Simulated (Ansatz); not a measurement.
SnSe2 under changes of volume

One of the cells (25.726 Å³/atom); the others are scaled copies at fixed shape and fractional positions:

```
Sn Se
1.0
     3.81100    0.00000    0.00000
    -1.90550    3.30042    0.00000
     0.00000    0.00000    6.13600
Sn Se
1 2
Direct
  0.00000 0.00000 0.00000
  0.66667 0.33333 0.75100
  0.33333 0.66667 0.24900
```

```yaml
Program: Ansatz 0.2.0
Functional: PBEsol
Potentials_or_basis: all-electron LAPW, scalar-relativistic
Cutoff: 260 eV (chosen from the basis error)
Basis_error_allowed: 0.001 eV/atom
k_mesh: 8 × 8 × 5
Occupations: fermi-dirac, width 0.05 eV
Spin: no spin polarisation
```

| volume (Å³/atom) | energy over the lowest point (meV/atom) | pressure (GPa) | gap on the mesh (eV) | largest force (eV/Å) |
| --- | --- | --- | --- | --- |
| 24.182 | ? | ? | ? | ? |
| 24.697 | 33.58 | 5.9 | 0.79 | 1.029 |
| 25.212 | 17.51 | 4.1 | 0.77 | 0.805 |
| 25.726 | 6.93 | 2.5 | 0.74 | 0.599 |
| 26.241 | 1.27 | 1.1 | 0.72 | 0.408 |
| 26.755 | 0.00 | -0.2 | 0.69 | 0.232 |
| 27.270 | 2.66 | -1.4 | 0.66 | 0.069 |

Question: What does the run at 24.182 Å³/atom give?

Answer: Energy over the lowest point 55.79 meV/atom; pressure 7.9 GPa; gap on the mesh 0.81 eV; largest force 1.272 eV/Å.

Worked out: A Birch-Murnaghan fit of order 3 (a polynomial in V^(-2/3)) to the other rows has its minimum at 26.66 Å³/atom with B0 = V·E''(V) = 65 GPa and B' = 4.7 at fixed shape and positions, which overstates the stiffness. It gives 55.81 meV/atom at 24.182 Å³/atom, against the run's 55.79, and -dE/dV = 7.9 GPa, against 7.9. A straight line through the other rows of the gap, of slope -1.31 eV per unit of ln V, extrapolates to 0.82 eV, against the run's 0.81.

Energies are extrapolated to zero smearing.

Caveats: spin-orbit coupling is left out, which moves the levels of the heavy elements; an odd mesh through Γ misses points on the zone boundary, where band edges often lie; this functional lacks dispersion, which binds the layers, so the pressure and a relaxed spacing across them are unreliable; forces of over 1 eV/Å show positions far from the minimum, so gaps and moduli don't describe the material at rest (some runs).
